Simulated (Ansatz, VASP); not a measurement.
**MnS in VASP and in Ansatz**

```
Mn S
1.0
     0.00000    2.58586    2.58586
     2.58586    0.00000    2.58586
     2.58586    2.58586    0.00000
Mn S
1 1
Direct
  0.00000 0.00000 0.00000
  0.50000 0.50000 0.50000
```

Change from the starting cell: volume scaled by 0.97.

Alike in both runs: task single point; functional PBE; k mesh 12 × 12 × 12; occupations fermi-dirac, width 0.05 eV; collinear spin.

|  | VASP | Ansatz |
| --- | --- | --- |
| version | VASP 6.6.1 | Ansatz 0.2.0 |
| potentials or method | VASP PAW PBE potentials, release 64 (Mn_pv, S), cutoff 520 eV | all-electron LAPW, scalar-relativistic |

VASP gave:

```
pressure (GPa)                                                : -2.2
net moment per atom (μB)                                      : 2.31
size of the moment on the site where the two differ most (μB) : 4.20
```

Q: Estimate Ansatz's values.

A: Pressure (GPa): -2.2; net moment per atom (μB): 2.31; size of the moment on the site where the two differ most (μB): 4.36.

Site moments also hang on the region over which each program counts them. Ansatz ran all-electron here, so the differences hold the error of VASP's frozen core and of both bases.

Caveats: a cell with one magnetic atom can't hold antiferromagnetic order, which such compounds often take.
